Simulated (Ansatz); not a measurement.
Bi2Te2Se:

```
CELL_PARAMETERS angstrom
2.16097 1.24764 10.58557
-2.16097 1.24764 10.58557
0.00000 -2.49527 10.58557
ATOMIC_POSITIONS crystal
Bi 0.39172 0.39172 0.39172
Bi 0.60828 0.60828 0.60828
Te 0.78040 0.78040 0.78040
Te 0.21960 0.21960 0.21960
Se 0.00000 0.00000 0.00000
```

The cell is a database's computed one.

```yaml
Program: Ansatz 0.2.0
Task: relaxation of cell and atoms
Functional: PBE
Dispersion: D4
Potentials_or_basis: Ansatz PAW
Cutoff: "420 eV (not typed: the program's choice for these potentials)"
k_mesh: 7 × 7 × 7
Occupations: fermi-dirac, width 0.05 eV
Spin: no spin polarisation
```

At the start: volume 34.25 Å³/atom.

Problem. How do energy, volume and symmetry change on relaxing?

Solution. It ends after 6 steps and the volume is 31.64 Å³/atom (-7.6 %); space group R-3m (No. 166, to 0.05 Å).

Step by step:
| step | energy change (eV) | largest force (eV/Å) | volume (Å³) |
| --- | --- | --- | --- |
| 1 | 0.0000 | 0.1299 | 171.24 |
| 2 | -0.0672 | 0.1582 | 159.04 |
| 3 | -0.0869 | 0.0195 | 157.73 |
| 4 | -0.0925 | 0.0357 | 158.80 |
| 5 | -0.0928 | 0.0088 | 158.21 |
| 6 | -0.0908 | 0.0086 | 158.21 |

Final structure:
```xyz
5
Lattice="2.1484 1.2404 9.8949 -2.1484 1.2404 9.8949 0.0000 -2.4807 9.8949" Properties=species:S:1:pos:R:3 pbc="T T T"
Bi    0.0000    0.0000   11.7264
Bi    0.0000    0.0000   17.9582
Te    0.0000    0.0000   23.3942
Te    0.0000    0.0000    6.2904
Se    0.0000    0.0000    0.0000
```

Caveat: the plane-wave basis is chosen anew once the cell has moved, so the energies of steps on either side of that aren't comparable.
